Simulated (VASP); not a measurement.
Input of a VASP 6.6.1 run:

File INCAR:

```
SYSTEM = MnS
  PREC = Accurate
  ENCUT = 550
  EDIFF = 1E-6
  ISMEAR = 0
  SIGMA = 0.02
  LREAL = .FALSE.
  LASPH = .TRUE.
  NELM = 100
  ALGO = Fast
  ISIF = 2
  LWAVE = .FALSE.
  LCHARG = .FALSE.
  ISPIN = 2
  MAGMOM = 4 0
  LORBIT = 11
  LMAXMIX = 4
  GGA = RP
  NBANDS = 18
```

File KPOINTS:

```
regular mesh
0
G
  9 9 9
  0 0 0
```

POSCAR

```
MnS
3.6833
    0.000000000000      0.707110471588      0.707110471588
    0.707110471588      0.000000000000      0.707110471588
    0.707110471588      0.707110471588      0.000000000000
Mn S
1 1
Direct
    0.0000000000      0.0000000000      0.0000000000
    0.5000000000      0.5000000000      0.5000000000
```

Potentials or basis: VASP PAW PBE potentials, release 64 (Mn_GW, S_GW).

Launch:

```sh
$ cat potpaw_PBE.64/Mn_GW/POTCAR potpaw_PBE.64/S_GW/POTCAR > POTCAR
$ mpirun -np 1 vasp_std > vasp.out
```

Question: What does it give for the net moment?

Answer: 4.79 μB per cell.

Question: Estimate the band gap on the k mesh.

Answer: None (metal or under the smearing width).

Question: What does it give for the pressure?

Answer: 0.7 GPa.

Question: What does it give for the site moments?

Answer: Mn +4.35; S +0.14 μB.

Caveat: the PAW data sets were made with another functional, which shifts forces and pressure a little; a cell with one magnetic atom can't hold antiferromagnetic order, which such compounds often take; semilocal functionals often make such compounds metallic where correlation or magnetic order opens a gap, which also shifts bond lengths. With open d or f shells a metallic result of RPBE can be an artefact of self-interaction; +U or a hybrid may open a gap.
